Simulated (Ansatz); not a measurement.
SnO (zincblende) was relaxed with 5 functionals in the plane-wave code Ansatz, cell and atoms free, the symmetry of the start kept (meshes: PBE 10×10×10, r2SCAN 8×8×8, PBEsol 8×8×8, LDA 8×8×8, HSE06 6×6×6). The cell comes from a prototype generator: it can be a known phase or a hypothetical one. Spin polarisation is off.

The LDA result:
```xyz
2
Lattice="0.0000 2.6587 2.6587 2.6587 0.0000 2.6587 2.6587 2.6587 0.0000" Properties=species:S:1:pos:R:3 pbc="T T T"
Sn    0.0000    0.0000    0.0000
O     1.3294    1.3294    1.3294
```

Space group F-43m (No. 216), cubic; conventional cell a = 5.317 Å, 18.79 Å³ an atom. Sn has 4 O at 2.30 Å; O has 4 Sn at 2.30 Å.

Question: What lattice does r2SCAN give?

Answer: a = 5.416 Å; the volume differs by +5.7 % from LDA's. Around Sn lie 4 O at 2.35 Å; around O lie 4 Sn at 2.35 Å.

Question: How does the cell change with PBE?

Answer: a = 5.477 Å; the volume differs by +9.3 % from LDA's. Around Sn lie 4 O at 2.37 Å; around O lie 4 Sn at 2.37 Å.

Question: Held at the r2SCAN cell, what mean stress do LDA and PBE find, and does its sign point to their own minimum?

Answer: Yes. LDA -3.20 GPa, and its relaxed volume is -5.4 % from r2SCAN's; PBE +2.39 GPa, and its relaxed volume is +3.4 % from r2SCAN's. Compression counts positive, so a positive stress asks for a larger cell.

The cell is metallic with PBE, r2SCAN, PBEsol, LDA, HSE06, and these meshes limit the relaxed cells of a metal.
